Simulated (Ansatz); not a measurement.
# ZnS (NiAs type): independent-particle optics, part 2 of 3

Aim: the dielectric function of ZnS (NiAs type) in the independent-particle picture, and how it depends on the functional and on the gap. Plan: HSE06 for the gap; optics with PBE on 12×12×4; optics with r2SCAN on 12×12×4; optics with LDA on 12×12×4; optics with PBE and scissors to the HSE06 gap on 12×12×4.

Ansatz 0.2.0; plane waves, PAW; no local fields, no excitons. Earlier steps stand in the parts before.

**3. Optics, PBE**

File input.yaml:

```yaml
crystal:
  lattice:
    - [3.5895904813, 0.0, 0.0]
    - [-1.7947952406, 3.108676546, 0.0]
    - [0.0, 0.0, 5.879997321]
  atoms:
    - { symbol: Zn, position: [0.0, 0.0, 0.0] }
    - { symbol: Zn, position: [0.0, 0.0, 0.5] }
    - { symbol: S, position: [0.3333333333, 0.6666666667, 0.25] }
    - { symbol: S, position: [0.6666666667, 0.3333333333, 0.75] }
kpoints:
  mp_grid: { grid: [12, 12, 4] }
hamiltonian:
  xc: pbe
scf:
  occupations: { method: fixed }
output:
  optics: { e_range: [0, 12], de: 0.05, sigma: 0.1, bands: auto }
```

Launch:

```bash
> ansatz run input.yaml --threads 4 --pin off --max-ram 3686MiB --backend cpu --events-out ev --progress --plain --runs-dir out
```

Standard output:

```text
Warning: RAYON_NUM_THREADS=4 ignored (pool sized by the plan → 4); use --threads N
Engine: ansatz 0.2.0, aarch64-unknown-linux-gnu
Pseudopotentials: kind: paw
Pseudopotential: Zn, paw, valence charge 12, recommended cutoff 420 eV (normal), Zn.paw.azcp
Pseudopotential: S, paw, valence charge 6, recommended cutoff 420 eV (normal), S.paw.azcp
Functional definition: PBE
  parameter kappa = 0.804
  parameter beta = 0.06672455060314922
  exchange = pbe_x(kappa = kappa, mu = beta*pi^2/3)
  correlation = pbe_c(beta = beta)
Crystal: 4 atoms, lattice volume = 65.614 Å³
Basis set: ecut = 420 eV, 1285 PW (Γ)
Bands: 22, of which v1, the nominal top of the filled ones, is band 18 counted from 1 (17 counted from 0)
Symmetry: 24 space group operations
Space group: P63/mmc (ITA 194), of the structure as read, at distance tolerance 4.0e-5 Å
k-points: 57 of 576
Non-local potential: Zn, projectors of the file, l = 0: 2, l = 1: 2, l = 2: 3, l = 3: 1
Non-local potential: S, projectors of the file, l = 0: 2, l = 1: 2, l = 2: 2
PAW form: soft (Blöchl's): semilocal exchange-correlation on the pseudo side does not see the compensation charge
PAW one-centre angular grid: Zn, 590 points (default); XC on 64 Gauss nodes
PAW one-centre angular grid: S, 110 points (default); XC on 64 Gauss nodes
Initial density: superposition of atomic densities (neutral atoms: chi_scale 0, normalization atom), corrected by the library's trained network
Initial wavefunctions: pseudopotential atomic-orbital guess
Functional: x = pbe(κ = 0.804, μ = 0.2195149727645171), c = pbe(β = 0.06672455060314922)
SCF iter   1: F=—  HF=-8444.096851 eV  |F-HF|=—  |Δ(HF+E_count)|=         —  Δρ=2.47e-3  dr2=5.86e-3  ethr=1.77e-3  ⟨swp⟩=4.9  Hψ=5097  notcnv=0  defer=112
preconditioner: auto → Resta (q_TF=auto, 2.469 Å⁻¹)  ε∞=8.0  [insulator: Δε(μ)=0.423 eV  Ē_g=10.418 eV  n_scr=22 (ndim 8)  ℏωp=27.5 eV  f_vac=0.000  ε∞_Penn≈8.0]
SCF iter   2: F=—  HF=-8444.096070 eV  |F-HF|=—  |Δ(HF+E_count)|=   7.81e-4  Δρ=1.15e-3  dr2=9.06e-4  ethr=1.63e-5  ⟨swp⟩=2.2  Hψ=2781  notcnv=0  defer=114
SCF iter   3: F=—  HF=-8444.095978 eV  |F-HF|=—  |Δ(HF+E_count)|=   9.27e-5  Δρ=5.86e-4  dr2=2.81e-4  ethr=2.52e-6  ⟨swp⟩=2.0  Hψ=2281  notcnv=0  defer=114
SCF iter   4: F=—  HF=-8444.095902 eV  |F-HF|=—  |Δ(HF+E_count)|=   7.58e-5  Δρ=2.25e-4  dr2=3.51e-5  ethr=7.80e-7  ⟨swp⟩=2.0  Hψ=2184  notcnv=0  defer=76
SCF iter   5: F=—  HF=-8444.095898 eV  |F-HF|=—  |Δ(HF+E_count)|=   3.26e-6  Δρ=6.36e-5  dr2=2.62e-6  ethr=9.74e-8  ⟨swp⟩=2.1  Hψ=2215  notcnv=0
SCF iter   6: F=—  HF=-8444.095899 eV  |F-HF|=—  |Δ(HF+E_count)|=   3.27e-7  Δρ=1.10e-5  dr2=7.86e-8  ethr=7.29e-9  ⟨swp⟩=2.0  Hψ=2082  notcnv=0
SCF iter   7: F=—  HF=-8444.095899 eV  |F-HF|=—  |Δ(HF+E_count)|=   7.03e-8  Δρ=4.27e-6  dr2=8.57e-9  ethr=2.18e-10  ⟨swp⟩=2.0  Hψ=2272  notcnv=0
SCF iter   8: F=—  HF=-8444.095899 eV  |F-HF|=—  |Δ(HF+E_count)|=   6.25e-9  Δρ=6.21e-7  dr2=2.81e-10  ethr=2.38e-11  ⟨swp⟩=2.0  Hψ=2245  notcnv=0
SCF iter   9: F=—  HF=-8444.095899 eV  |F-HF|=—  |Δ(HF+E_count)|=  4.18e-10  Δρ=1.50e-7  dr2=2.17e-11  ethr=1.00e-12  ⟨swp⟩=2.0  Hψ=2280  notcnv=0
SCF iter  10: F=-8444.095899 eV  HF=-8444.095899 eV  |F-HF|=1.82e-12  |Δ(HF+E_count)|=  2.00e-11  Δρ=2.86e-8  dr2=8.63e-13  ethr=1.00e-12  ⟨swp⟩=3.8  Hψ=3793  notcnv=0
SCF 1 converged in 10 iterations: F = -8444.095899 eV  dr2 = 8.63e-13
NSCF: frozen V_eff on 57 k-points
Optics k sum: 0 of 57 k-points
[...]
output.optics: what the bands over the 81 summed would add to eps1, eps2 and the energy-loss function is held between a lower and an upper bound (6 Lanczos steps). eps1, eps2 and their loss function (loss_summed_bands) are given on every row as the summed bands alone make them. Along an axis, on a row where the two bounds hold the loss function to about 1 % of the greater of itself and 0.5 % of |1/eps|, its cell (loss_completed) is given, with the completed eps1 and eps2 that it is formed of (a cell that is left empty reads nan in the table and null in the record). The two bounds hold it so along every axis on all 241 rows up to 12.000 eV. The run works to bound the rows up to 35.791 eV and no higher ones: a peak of the loss function over that energy may be left empty with no warning. To have the run work for it, set output.optics.bands.spectra_wanted_up_to to a higher energy. perfect_screening_sum, loss_f_sum_n_eff and, beside carriers, perfect_screening_limit are those of loss_summed_bands: over the bounded function the two sums would run over rows that are not all bounded, and lack what the bands left out lay past the top of the energy grid. Bounded is said of the bands left out alone, which are those that the basis at basis.ecutwfc holds: it says nothing of that cutoff, of the k-point mesh, of what the sum inside its cells errs by (eps2_relative_error), of the factors of all_electron_strengths, nor of how far the SCF is converged. The bands left out are taken at the k-points, and what their mean over the points' cells stands off that by is in neither bound: the run's estimate of it, which the test of a row counts in, is 0.00 % of |eps| at the most among the values given; where the mean stood off by over 0.5 % the points' spread read 0.1 to 3 times that
SCF converged after 10 iterations
Free energy (F): -8444.095899 eV
Harris-Foulkes:  -8444.095899 eV  (|F-HF|=1.82e-12)
Internal energy: -8444.095899 eV  (E = F + TS)
E sigma→0 (E₀):  -8444.095899 eV
Fermi energy:    8.377489 eV
--- Per-component energies (eV) ---
  E_band       = 91.964971
  E_kinetic    = 476.809222
  E_local      = -3665.463266  (includes V_loc(G=0)·N_el)
  E_nonlocal   = 1291.284758
  E_hartree    = 1540.852365
  E_xc         = -467.900617
  E_vxc        = -278.162219  (∫ρ·V_xc dr)
  E_paw        = -4862.530710  (= ΣΔE_a)
  E_vpaw       = -814.207542  (= ΣTr[D̂ρ^β])
  E_aug_tail   = -0.000750  (compensation charges beyond the density's cutoff)
  E_ewald      = -2757.146901
  E_smearing   = -0.000000  (= −TS)
  E_closure    = -0.000000  (closes the sum)
  Σ components = -8444.095899   (vs F -8444.095899, Δ=0.00e0)
--- Band table (eV; the first three rows and the last of 57) ---
  k-point 0: bands = ["-5.5262", "-3.8480", "1.1856", "1.6534", "1.6534", "1.7437", "2.0339", "2.0339", "2.0470", "2.0470", "2.2558", "2.2558", "3.1841", "7.6610", "7.6610", "7.7607", "8.2728", "8.2728", "9.9561", "12.0284", "14.9850", "14.9850"]
  k-point 1: bands = ["-5.3438", "-4.1923", "1.5477", "1.7123", "1.7123", "1.7911", "1.9963", "1.9963", "2.0581", "2.0581", "2.2081", "2.2081", "3.4232", "6.4238", "7.7743", "7.7743", "8.2066", "8.2066", "11.0492", "12.1454", "14.9461", "14.9461"]
  k-point 2: bands = ["-4.8399", "-4.8399", "1.8374", "1.8374", "1.8570", "1.8570", "1.8570", "1.8570", "2.1228", "2.1228", "2.1228", "2.1228", "4.5735", "4.5735", "8.0142", "8.0142", "8.0142", "8.0142", "12.0690", "12.0690", "15.1727", "15.1727"]
  k-point 56: bands = ["-3.5813", "-3.5813", "1.6809", "1.6809", "1.9075", "1.9075", "1.9352", "1.9352", "2.1441", "2.1441", "2.4606", "2.4606", "3.2591", "3.2591", "4.2407", "4.2407", "7.9815", "7.9815", "12.0870", "12.0870", "12.8612", "12.8612"]
```

Wall time 98 s (4 threads of Arm Neoverse N1, shared host); peak memory 1.2 GiB.

optics.tsv begins:

```
# eps_inf(xx yy zz) = 10.620083 10.620083 11.647721
# eps_inf_bands = all
# eps_inf_summed_bands(xx yy zz) = 10.576082 10.576082 11.603787
# eps_inf_completed(xx yy zz) = 10.620083 10.620083 11.647721
# eps2_relative_error = 0.0008
# eps_inf_relative_error = 0.0037
# f_sum_n_eff(xx yy zz) = 20.859522 20.859522 20.863388 of n_electrons = 36.000000
# n_bands = 81
# n_bands_set_by = photon_energy
# valid_up_to_ev = 46.689776
# least_direct_gap_ev = 1.683291e0 at k(fractional) = 0.000000 0.000000 0.000000, k_point = 0, channel = 0, bands = 17 18 (counted from 0)
```

The dielectric function from optics.tsv (yy equals xx), one row in 5 (narrow peaks fall between the rows):

```csv
E (eV),ε₂ xx,ε₂ zz,ε₁ xx,ε₁ zz
1.70,0.01,0.00,13.29,14.60
1.95,0.10,0.00,15.09,16.31
2.20,2.63,0.34,19.18,19.86
2.45,10.37,5.41,19.46,25.30
2.70,11.65,19.00,11.81,26.28
2.95,9.18,20.20,9.40,9.84
3.20,7.69,16.29,11.06,8.89
3.45,10.18,16.70,11.46,7.08
3.70,9.95,14.17,9.71,3.74
3.95,10.61,12.32,10.43,4.79
4.20,13.02,15.01,10.09,4.09
4.45,15.09,13.31,8.60,-0.91
4.70,19.31,8.38,2.86,-1.52
4.95,11.66,6.39,-2.44,1.27
5.20,8.06,6.62,0.86,3.20
5.45,8.19,7.08,2.65,4.27
5.70,10.27,9.56,4.62,6.63
5.95,14.31,12.69,-0.15,3.13
6.20,8.59,11.86,-2.40,0.40
6.45,7.13,10.90,-0.37,0.24
6.70,8.71,11.73,1.24,-2.22
6.95,9.19,8.62,-0.41,-2.69
7.20,9.32,8.94,-1.95,-2.70
7.45,8.03,7.84,-2.83,-3.75
7.70,7.21,6.88,-3.05,-3.96
7.95,6.27,5.51,-3.17,-3.98
8.20,5.89,4.74,-3.27,-3.44
8.45,4.87,4.57,-3.24,-2.90
8.70,4.70,4.47,-2.98,-3.13
8.95,4.27,3.67,-3.07,-3.22
9.20,3.70,3.30,-3.09,-2.40
9.45,3.26,3.32,-2.83,-2.72
9.70,2.97,2.92,-2.63,-2.40
9.95,2.74,2.81,-2.44,-2.17
10.20,2.59,2.96,-2.32,-2.15
10.45,2.35,2.58,-2.39,-2.54
10.70,1.92,2.10,-2.13,-2.42
10.95,1.79,1.74,-1.90,-2.13
11.20,1.67,1.59,-1.69,-1.83
11.45,1.55,1.44,-1.52,-1.60
11.70,1.54,1.47,-1.32,-1.35
11.95,1.59,1.50,-1.26,-1.24
```

Tallest peaks of ε₂ (mean of the periodic axes): 15.3 at 2.80 eV, 15.7 at 4.65 eV, 13.8 at 5.95 eV.

**4. Optics, r2SCAN**

input.yaml: that of step 3 with these lines changed.

```diff
@@ -13,3 +13,3 @@
 hamiltonian:
-  xc: pbe
+  xc: r2scan
 scf:
```

Launch:

```bash
> ansatz run input.yaml --threads 4 --pin off --max-ram 3686MiB --backend cpu --events-out ev --progress --plain --runs-dir out
```

Standard output:

```text
Warning: RAYON_NUM_THREADS=4 ignored (pool sized by the plan → 4); use --threads N
Engine: ansatz 0.2.0, aarch64-unknown-linux-gnu
Pseudopotentials: kind: paw
Pseudopotential: Zn, paw, valence charge 12, recommended cutoff 500 eV (meta_gga), Zn.paw.azcp
Pseudopotential: S, paw, valence charge 6, recommended cutoff 500 eV (meta_gga), S.paw.azcp
Functional definition: r2SCAN
  parameter k0 = 0.174
  parameter k1 = 0.065
  parameter a1 = 4.9479
  exchange = r2scan_x(k0 = k0, k1 = k1, a1 = a1)
  correlation = r2scan_c
Crystal: 4 atoms, lattice volume = 65.614 Å³
Basis set: ecut = 500 eV, 1713 PW (Γ), exchange–correlation on 108×108×180 points (64 copies of the dense FFT grid, shifted against one another)
Bands: 22, of which v1, the nominal top of the filled ones, is band 18 counted from 1 (17 counted from 0)
Symmetry: 24 space group operations
Space group: P63/mmc (ITA 194), of the structure as read, at distance tolerance 4.0e-5 Å
k-points: 57 of 576
Non-local potential: Zn, projectors of the file, l = 0: 2, l = 1: 2, l = 2: 3, l = 3: 1
Non-local potential: S, projectors of the file, l = 0: 2, l = 1: 2, l = 2: 2
PAW form: soft (Blöchl's): semilocal exchange-correlation on the pseudo side does not see the compensation charge
PAW frozen core: Zn, regenerated for the run's functional (the file was generated under x = pbe(κ = 0.804, μ = 0.2195149727645171), c = pbe(β = 0.06672455060314922))
PAW frozen core: S, regenerated for the run's functional (the file was generated under x = pbe(κ = 0.804, μ = 0.2195149727645171), c = pbe(β = 0.06672455060314922))
PAW one-centre angular grid: Zn, 590 points (default); XC on 261 of its mesh's 2673 points in the sphere
PAW one-centre angular grid: S, 302 points (default); XC on 160 Gauss nodes
Initial density: superposition of atomic densities (neutral atoms: chi_scale 0, normalization atom), corrected by the library's trained network
Initial wavefunctions: pseudopotential atomic-orbital guess
Functional: x = r2scan, c = r2scan; τ floored in thin density (d = 2e-4 eV/Å³)
SCF iter   1: F=—  HF=-8465.538727 eV  |F-HF|=—  |Δ(HF+E_count)|=         —  Δρ=1.72e-2  dr2=8.49e-2  dr2_τ=1.13e-2  ethr=1.77e-3  ⟨swp⟩=4.8  Hψ=5061  notcnv=0  defer=108
preconditioner: auto → Resta (q_TF=auto, 2.469 Å⁻¹)  ε∞=7.0  [insulator: Δε(μ)=0.815 eV  Ē_g=11.260 eV  n_scr=22 (ndim 8)  ℏωp=27.5 eV  f_vac=0.000  ε∞_Penn≈7.0]
SCF iter   2: F=—  HF=-8465.554239 eV  |F-HF|=—  |Δ(HF+E_count)|=   1.55e-2  Δρ=4.44e-3  dr2=1.06e-2  dr2_τ=4.06e-4  ethr=2.36e-4  ⟨swp⟩=2.1  Hψ=2743  notcnv=0  defer=112
SCF iter   3: F=—  HF=-8465.553044 eV  |F-HF|=—  |Δ(HF+E_count)|=   1.19e-3  Δρ=4.32e-3  dr2=6.45e-3  dr2_τ=3.46e-5  ethr=2.96e-5  ⟨swp⟩=2.0  Hψ=2282  notcnv=0  defer=114
SCF iter   4: F=—  HF=-8465.552616 eV  |F-HF|=—  |Δ(HF+E_count)|=   4.28e-4  Δρ=5.07e-4  dr2=7.93e-5  dr2_τ=4.57e-6  ethr=1.79e-5  ⟨swp⟩=3.0  Hψ=2394  notcnv=0  defer=114
SCF iter   5: F=—  HF=-8465.552706 eV  |F-HF|=—  |Δ(HF+E_count)|=   8.98e-5  Δρ=2.20e-4  dr2=3.24e-5  dr2_τ=1.02e-6  ethr=2.20e-7  ⟨swp⟩=2.0  Hψ=2276  notcnv=0  defer=5
SCF iter   6: F=—  HF=-8465.552705 eV  |F-HF|=—  |Δ(HF+E_count)|=   1.10e-6  Δρ=5.63e-5  dr2=1.75e-6  dr2_τ=1.51e-8  ethr=9.00e-8  ⟨swp⟩=2.3  Hψ=1808  notcnv=0
SCF iter   7: F=—  HF=-8465.552705 eV  |F-HF|=—  |Δ(HF+E_count)|=   1.38e-8  Δρ=8.56e-6  dr2=4.78e-8  dr2_τ=1.00e-9  ethr=4.87e-9  ⟨swp⟩=2.0  Hψ=2263  notcnv=0
SCF iter   8: F=—  HF=-8465.552705 eV  |F-HF|=—  |Δ(HF+E_count)|=   2.05e-8  Δρ=2.34e-6  dr2=4.16e-9  dr2_τ=9.96e-11  ethr=1.33e-10  ⟨swp⟩=2.2  Hψ=2190  notcnv=0
SCF iter   9: F=—  HF=-8465.552705 eV  |F-HF|=—  |Δ(HF+E_count)|=   1.77e-9  Δρ=3.88e-7  dr2=8.24e-11  dr2_τ=6.64e-12  ethr=1.16e-11  ⟨swp⟩=2.0  Hψ=2280  notcnv=0
SCF iter  10: F=-8465.552705 eV  HF=-8465.552705 eV  |F-HF|=1.82e-12  |Δ(HF+E_count)|=  4.91e-11  Δρ=7.20e-8  dr2=2.72e-12  dr2_τ=9.44e-14  ethr=1.00e-12  ⟨swp⟩=4.1  Hψ=4696  notcnv=0
SCF 1 converged in 10 iterations: F = -8465.552705 eV  dr2 = 2.72e-12
NSCF: frozen V_eff on 57 k-points
Optics k sum: 0 of 57 k-points
[...]
output.optics: what the bands over the 81 summed would add to eps1, eps2 and the energy-loss function is held between a lower and an upper bound (6 Lanczos steps). eps1, eps2 and their loss function (loss_summed_bands) are given on every row as the summed bands alone make them. Along an axis, on a row where the two bounds hold the loss function to about 1 % of the greater of itself and 0.5 % of |1/eps|, its cell (loss_completed) is given, with the completed eps1 and eps2 that it is formed of (a cell that is left empty reads nan in the table and null in the record). The two bounds hold it so along every axis on all 241 rows up to 12.000 eV. The run works to bound the rows up to 35.791 eV and no higher ones: a peak of the loss function over that energy may be left empty with no warning. To have the run work for it, set output.optics.bands.spectra_wanted_up_to to a higher energy. perfect_screening_sum, loss_f_sum_n_eff and, beside carriers, perfect_screening_limit are those of loss_summed_bands: over the bounded function the two sums would run over rows that are not all bounded, and lack what the bands left out lay past the top of the energy grid. Bounded is said of the bands left out alone, which are those that the basis at basis.ecutwfc holds: it says nothing of that cutoff, of the k-point mesh, of what the sum inside its cells errs by (eps2_relative_error), of the factors of all_electron_strengths, nor of how far the SCF is converged. The bands left out are taken at the k-points, and what their mean over the points' cells stands off that by is in neither bound: the run's estimate of it, which the test of a row counts in, is 0.00 % of |eps| at the most among the values given; where the mean stood off by over 0.5 % the points' spread read 0.1 to 3 times that
SCF converged after 10 iterations
Free energy (F): -8465.552705 eV
Harris-Foulkes:  -8465.552705 eV  (|F-HF|=1.82e-12)
Internal energy: -8465.552705 eV  (E = F + TS)
E sigma→0 (E₀):  -8465.552705 eV
Fermi energy:    8.130040 eV
--- Per-component energies (eV) ---
  E_band       = 77.230647
  E_kinetic    = 475.545720
  E_local      = -3677.883832  (includes V_loc(G=0)·N_el)
  E_nonlocal   = 1299.587225
  E_hartree    = 1551.582910
  E_xc         = -430.467405
  E_vxc        = -294.187050  (∫ρ·V_xc dr)
  E_paw        = -4926.185540  (= ΣΔE_a)
  E_vpaw       = -843.002376  (= ΣTr[D̂ρ^β])
  E_aug_tail   = -0.000110  (compensation charges beyond the density's cutoff)
  E_vtau       = 14.005159  (kinetic-family band-sum trace: ∫τ·v_τ [+ j·A + Jᵃ·Aᵃ] dr)
  E_ewald      = -2757.146901
  E_core_change = -0.584771  (= ΣΔE_core)
  E_smearing   = -0.000000  (= −TS)
  E_closure    = -0.000000  (closes the sum)
  Σ components = -8465.552705   (vs F -8465.552705, Δ=0.00e0)
--- Band table (eV; the first three rows and the last of 57) ---
  k-point 0: bands = ["-6.2923", "-4.5933", "0.8162", "1.2046", "1.2046", "1.3365", "1.6181", "1.6181", "1.6230", "1.6230", "1.8291", "1.8291", "2.8109", "7.4039", "7.4039", "7.5028", "8.0204", "8.0204", "10.4048", "12.3733", "15.2863", "15.2863"]
  k-point 1: bands = ["-6.1059", "-4.9375", "1.1609", "1.2661", "1.2661", "1.3819", "1.5678", "1.5678", "1.6414", "1.6414", "1.7836", "1.7836", "3.0879", "6.2234", "7.5179", "7.5179", "7.9534", "7.9534", "11.4326", "12.5004", "15.2348", "15.2348"]
  k-point 2: bands = ["-5.5923", "-5.5923", "1.4185", "1.4185", "1.4185", "1.4185", "1.4272", "1.4272", "1.7032", "1.7032", "1.7032", "1.7032", "4.3205", "4.3205", "7.7593", "7.7593", "7.7593", "7.7593", "12.4513", "12.4513", "15.4577", "15.4577"]
  k-point 56: bands = ["-4.3179", "-4.3179", "1.2379", "1.2379", "1.4905", "1.4905", "1.5323", "1.5323", "1.7266", "1.7266", "2.0377", "2.0377", "2.9690", "2.9690", "3.9000", "3.9000", "7.7205", "7.7205", "12.3257", "12.3257", "13.1578", "13.1578"]
```

Wall time 2.4 min (4 threads of Arm Neoverse N1, shared host); peak memory 1.4 GiB.

From the head of optics.tsv:

```
# eps_inf(xx yy zz) = 8.752262 8.752262 9.486557
# eps_inf_bands = all
# eps_inf_summed_bands(xx yy zz) = 8.709938 8.709938 9.444279
# eps_inf_completed(xx yy zz) = 8.752262 8.752262 9.486557
# eps2_relative_error = 0.0010
# eps_inf_relative_error = 0.0037
# f_sum_n_eff(xx yy zz) = 21.695415 21.695415 21.700447 of n_electrons = 36.000000
# n_bands = 81
# n_bands_set_by = photon_energy
# valid_up_to_ev = 48.751642
# least_direct_gap_ev = 2.384393e0 at k(fractional) = 0.000000 0.000000 0.000000, k_point = 0, channel = 0, bands = 17 18 (counted from 0)
```

The dielectric function from optics.tsv (yy equals xx), one row in 13 (narrow peaks fall between the rows):

```tsv
E (eV)	ε₂ xx	ε₂ zz	ε₁ xx	ε₁ zz
2.35	0.00	0.00	12.26	13.31
3.00	9.65	7.19	13.41	23.14
3.65	6.15	13.38	10.59	9.61
4.30	7.94	10.36	9.19	4.74
4.95	12.55	12.26	9.05	0.69
5.60	8.94	5.70	-0.36	3.16
6.25	10.37	9.75	5.34	7.56
6.90	7.19	10.98	-0.84	-0.02
7.55	9.46	8.21	-0.19	-2.09
8.20	7.09	6.68	-2.79	-3.38
8.85	5.37	4.53	-3.11	-2.94
9.50	4.13	3.62	-2.77	-2.93
10.15	3.12	3.05	-2.49	-2.23
10.80	2.60	2.88	-2.12	-1.95
11.45	1.84	1.89	-1.90	-2.18
```

Tallest peaks of ε₂ (mean of the periodic axes): 11.5 at 3.20 eV, 13.9 at 5.25 eV, 14.2 at 6.45 eV.

[end of part 2 of 3]
